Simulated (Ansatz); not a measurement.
This is a single-point calculation with Ansatz 0.2.0 on YN (rocksalt); the level of theory is r2SCAN. The cell was relaxed with r2SCAN and then strained (isotropic -1.71 % on every length), with the atoms relaxed again with r2SCAN; k points keep the names of the unstrained zone.

```yaml
crystal:
  lattice:
    - [0.0, 2.4061865219, 2.4061865219]
    - [2.4061865219, 0.0, 2.4061865219]
    - [2.4061865219, 2.4061865219, 0.0]
  atoms:
    - { symbol: "Y", position: [0.0, 0.0, 0.0] }
    - { symbol: "N", position: [0.5, 0.5, 0.5] }
kpoints:
  mp_grid: { grid: [10, 10, 10] }
  band_path:
    path:
      - [0.0, 0.0, 0.0]
      - [0.5, 0.0, 0.5]
      - [0.625, 0.25, 0.625]
      - [0.375, 0.375, 0.75]
      - [0.5, 0.5, 0.5]
      - [0.5, 0.25, 0.75]
    npoints: 1
hamiltonian:
  xc: r2scan
scf:
  occupations: { method: fermi_dirac, width: 0.02 }
  n_extra_bands: 4
output:
  forces: true
  stress: true
  eigenvalues: true
```

In the abridged output below, numbers in square brackets stand for lines, or ends of lines, that were taken out.
```
Functional definition: r2SCAN
Crystal: 2 atoms, lattice volume = 27.862 Å³
Basis set: ecut = 500 eV, 725 PW (Γ)
Bands: 12, of which v1, the nominal top of the filled ones, is band 8 counted from 1 (7 counted from 0)
Symmetry: 48 space group operations
Space group: Fm-3m (ITA 225)
k-points: 47 of 1000
Free energy (F): -4248.433871 eV
[1]
--- Stress (GPa, compression-positive) ---
[2]
--- Band table (eV; the first three rows and the last of 47) ---
[3]
```

The rows of the band table are 0: (0, 0, 0) = Γ, 1: (0, 0, 0.100), 2: (0, 0, 0.200), 46: (0.200, -1/2, -0.300).

Q: What stood in the gaps? They hold the Fermi energy and the band table, the stress.

A:
```
[1]
Fermi energy:    12.754890 eV
[2]
        9.730282       0.000000       0.000000
        0.000000       9.730282       0.000000
        0.000000       0.000000       9.730282
  P = ⅓ Tr σ = 9.7303 GPa (97.303 kbar)
[3]
  k-point 0: bands = […, -8.4136, -8.4136, -1.2670, 12.5104, 12.5104, 12.5104, 16.1449, 16.1449, 16.1449, 17.8451]
  k-point 1: bands = […, -8.4222, -8.4222, -1.0655, 11.8979, 12.1471, 12.1471, 16.2402, 16.4088, 16.4088, 18.4113]
  k-point 2: bands = […, -8.4448, -8.4448, -0.5609, 10.6673, 11.4045, 11.4045, 16.5133, 17.1144, 17.1144, 19.6502]
  k-point 46: bands = […, -9.0134, -8.9117, -0.3933, 10.3895, 10.9980, 11.1096, 16.0159, 18.1901, 20.7561, 21.3078]
```
Only the leading digits can be foreseen; the rest is this run's record.

Run as `ansatz run input.yaml --threads 4 --pin off --max-ram 3686MiB --backend cpu --events-out ev --progress --plain --runs-dir out`.

No spin polarisation and no zero-point or thermal motion.
